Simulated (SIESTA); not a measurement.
FeO (Wuestite) under changes of volume

One of the cells (10.214 Å³/atom); the others are scaled copies at fixed shape and fractional positions:

```
CELL_PARAMETERS angstrom
0.00000 2.16967 2.16967
2.16967 0.00000 2.16967
2.16967 2.16967 0.00000
ATOMIC_POSITIONS crystal
Fe 0.00000 0.00000 0.00000
O 0.50000 0.50000 0.50000
```

* Program: SIESTA 5.4.2
* Functional: PBEsol
* Potentials or basis: PseudoDojo 0.4 standard (PBEsol files)
* Basis: DZP (energy shift 0.003 Ry; two zetas on semicore shells)
* Grid cutoff: 800 Ry
* Energy shift: 0.003 Ry
* k mesh: 11 × 11 × 11
* Occupations: fermi-dirac, width 0.05 eV
* Spin: collinear spin, ferromagnetic start
* Starting moments: [3.0, 0.0] μB

```tsv
volume (Å³/atom)	energy over the lowest point (meV/atom)	pressure (GPa)
9.413	2.77	4.6
9.613	0.00	0.1
9.813	?	?
10.214	22.45	-11.2
10.414	38.51	-14.2
10.614	57.93	-16.7
```

Task: What does the run at 9.813 Å³/atom give?

Result: Energy over the lowest point 2.70 meV/atom; pressure -4.3 GPa.

Worked out: A Birch-Murnaghan fit of order 3 (a polynomial in V^(-2/3)) to the other rows has its minimum at 9.61 Å³/atom with B0 = V·E''(V) = 212 GPa and B' = 4.5. It gives 2.72 meV/atom at 9.813 Å³/atom, against the run's 2.70, and -dE/dV = -4.2 GPa, against -4.3.

Energies are extrapolated to zero smearing.

Caveats: short orbitals over semicore shells can move pressures by several GPa; the basis of atomic orbitals isn't converged, which shifts pressures, moduli and gaps; a cell with one magnetic atom can't hold antiferromagnetic order, which such compounds often take.
